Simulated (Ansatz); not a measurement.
## P: do energies and stresses tell the same story?

These are results of DFT PBE, scalar-relativistic, plane waves, PAW in Ansatz 0.2.0, not measurements.

Settings: cutoff 420 eV, Γ-centred mesh 12×12×8 on the computed 4-atom cell, Gaussian smearing of 0.01 eV; no spin polarisation.

Relaxed cell: Cmce, a = 3.309 Å, b = 11.286 Å, c = 4.564 Å, α = 90.00°, β = 90.00°, γ = 90.00°, 4 atoms in the primitive cell.

Energies at zero smearing and pressures from the stress tensor, at volumes with shape and atoms relaxed:
```csv
V (Å³/atom),E − E(first) (meV/atom),P (GPa)
20.033,0.00,0.718
20.672,-1.96,0.310
21.311,-2.56,0.008
21.951,-2.21,-0.169
22.590,-1.32,-0.260
```

Check P = −dE/dV between neighbouring volumes, and get the bulk modulus from the pressures alone.

With 1 eV/Å³ = 160.2 GPa:
```
middle V (Å³/atom)  −ΔE/ΔV (GPa) mean P (GPa)
            20.352         0.491         0.514
            20.992         0.149         0.159
            21.631        -0.088        -0.081
            22.270        -0.221        -0.215
```

The two differ by 0.023 GPa at most. The mean of two end pressures misses the average over a step by about ΔV² P″/12, up to 0.011 GPa here; with that taken off 0.017 GPa remains, from the finite cutoff, the mesh or the relaxation's tolerance. Around V = 21.311 Å³/atom, the two neighbours give B = −V ΔP/ΔV = 21.311 × 0.479 / 1.279 = 8.0 GPa, against B0 = 7.4 GPa from the Birch–Murnaghan fit of the energies, which describes these points poorly (B0' = 14.2).

The cell holds layers, and where no dispersion correction was added their binding is poorly described.